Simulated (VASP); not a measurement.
A run of VASP 6.6.1:

File INCAR:

```
SYSTEM = BN
ALGO = Fast ; EDIFF = 1E-6
ENCUT = 520 ; GGA = PE
ISIF = 2 ; ISMEAR = 0
LASPH = .True. ; LCHARG = .False.
LREAL = .False. ; LWAVE = .False.
NBANDS = 16 ; NELM = 60
PREC = Accurate ; SIGMA = 0.02
```

Contents of KPOINTS:

```
k-points
0
Gamma
  3 3 3
  0 0 0
```

Contents of POSCAR:

```
BN
1.0
    2.4982400000      0.0000000000      0.0000000000
   -1.2491200000      2.1635393048      0.0000000000
    0.0000000000      0.0000000000      6.6357000000
N B
2 2
Direct
    0.6666666667      0.3333333333      0.2500000000
    0.3333333333      0.6666666667      0.7500000000
    0.6666666667      0.3333333333      0.7500000000
    0.3333333333      0.6666666667      0.2500000000
```

Potentials or basis: VASP PAW PBE potentials, release 64 (N, B).

Launch:

```console
$ cat potpaw_PBE.64/N/POTCAR potpaw_PBE.64/B/POTCAR > POTCAR
$ mpirun -np 1 vasp_std > vasp.out
```

Hardware: 1 thread of Intel(R) Xeon(R) 6975P-C (Granite Rapids) (shared host).

Task: Estimate the wall time of this run.

Result: Wall time 4.5 s on 1 thread of Intel(R) Xeon(R) 6975P-C (Granite Rapids) (shared host), peak memory 0.14 GiB. Counts: scf iterations 15, k points 6.
